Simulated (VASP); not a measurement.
**VASP 6.6.1 run: C**

INCAR

```
ISMEAR = -1
LCHARG = .FALSE.
SIGMA = 0.02
ENCUT = 520
ALGO = Fast
LWAVE = .FALSE.
LASPH = .TRUE.
GGA = PS
EDIFF = 1E-5
IBRION = -1
LREAL = .FALSE.
NELM = 53
NSW = 0
ISIF = 2
NBANDS = 11
PREC = Accurate
```

KPOINTS

```
KPOINTS created by Atomic Simulation Environment
0
Gamma
10 10 10
0 0 0
```

POSCAR

```
C
 1.0000000000000000
    -0.0289000000000000    1.8043000000000000    1.7866000000000000
     1.8496999999999999   -0.0297000000000000    1.7874000000000001
     1.8266000000000000    1.7821000000000000   -0.0067000000000000
 C
   2
Cartesian
  1.8151616600000000  1.7756926600000000  0.0216193200000000
  0.9546994799999999  0.8587426700000000  0.8943258100000000
```

The recommended PBE PAW datasets give the neutral cell 8 valence electrons.

Command

```
mpirun -np 1 vasp_std
```

How does this run end, and what does it give?

It converged. Results: gap between bands v and c on the k mesh 2.33 eV; least direct gap on the k mesh 3.08 eV; pressure -23.5 GPa; largest force 1.87 eV/Å. Band v is the last that the valence electrons fill when counted band by band, and c is the next.

OSZICAR

```
N       E                     dE             d eps       ncg     rms          rms(c)
DAV:   1    -0.566971042940E+00   -0.56697E+00   -0.47341E+03 11372   0.712E+02
DAV:   2    -0.192396675974E+02   -0.18673E+02   -0.17984E+02 14415   0.120E+02
DAV:   3    -0.196553306482E+02   -0.41566E+00   -0.41446E+00 12995   0.138E+01
DAV:   4    -0.196560876914E+02   -0.75704E-03   -0.75703E-03 11816   0.732E-01
DAV:   5    -0.196560886180E+02   -0.92652E-06   -0.92649E-06 12841   0.245E-02    0.522E+00
RMM:   6    -0.192368278171E+02    0.41926E+00   -0.14680E-01 11091   0.256E+00    0.307E+00
RMM:   7    -0.190901868341E+02    0.14664E+00   -0.21080E-01 11296   0.324E+00    0.602E-01
RMM:   8    -0.190906962057E+02   -0.50937E-03   -0.62417E-03 11644   0.763E-01    0.512E-02
RMM:   9    -0.190907467292E+02   -0.50524E-04   -0.46845E-04 12431   0.205E-01    0.246E-02
RMM:  10    -0.190907562562E+02   -0.95270E-05   -0.51189E-05 12017   0.539E-02
   1 F= -.19090756E+02 E0= -.19090756E+02  d E =-.205550E-11
```

Standard output (part)

```
POSCAR found type information on POSCAR C
 POSCAR found :  1 types and       2 ions
 LDA part: xc-table for (Slater+PW92), standard interpolation
 POSCAR, INCAR and KPOINTS ok, starting setup
 WAVECAR not read
 entering main loop
```

For comparison, a separate PBEsol run of the intended cell, on usual settings and not on those above, gives a gap of 2.33 eV on its mesh and a pressure of -23.8 GPa.
